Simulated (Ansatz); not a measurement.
Crystal: SnTe.

```
CELL_PARAMETERS angstrom
0.00000 3.61115 3.61115
3.61115 0.00000 3.61115
3.61115 3.61115 0.00000
ATOMIC_POSITIONS crystal
Te 0.25000 0.25000 0.25000
Sn 0.00000 0.00000 0.00000
```

Measurements of this composition are mostly on another form, of space group No. 225.

| Item | Value |
| --- | --- |
| Program | Ansatz 0.2.0 |
| Task | relaxation of cell and atoms |
| Functional | BLYP |
| Potentials or basis | Ansatz PAW |
| Cutoff | 420 eV (not typed: the program's choice for these potentials) |
| k mesh | 7 × 7 × 7 |
| Occupations | fermi-dirac, width 0.05 eV |
| Spin | no spin polarisation |

At the start: volume 47.09 Å³/atom.

Problem. How do energy, volume and symmetry change on relaxing?

Solution. It ends after 4 steps and the volume is 50.15 Å³/atom (+6.5 %); space group F-43m (No. 216, to 0.05 Å).

The path:
| step | energy change (eV) | largest force (eV/Å) | volume (Å³) |
| --- | --- | --- | --- |
| 1 | 0.0000 | 0.0000 | 94.18 |
| 2 | -0.0275 | 0.0000 | 100.07 |
| 3 | -0.0276 | 0.0000 | 100.30 |
| 4 | -0.0282 | 0.0000 | 100.30 |

Final structure:
```xyz
2
Lattice="0.0000 3.6878 3.6878 3.6878 0.0000 3.6878 3.6878 3.6878 0.0000" Properties=species:S:1:pos:R:3 pbc="T T T"
Te    1.8439    1.8439    1.8439
Sn    0.0000    0.0000    0.0000
```

Caveat: the plane-wave basis is chosen anew once the cell has moved, so the energies of steps on either side of that aren't comparable; the PAW data sets come from PBE, with cores solved anew for the run's functional, which leaves a small shift of forces and pressure.
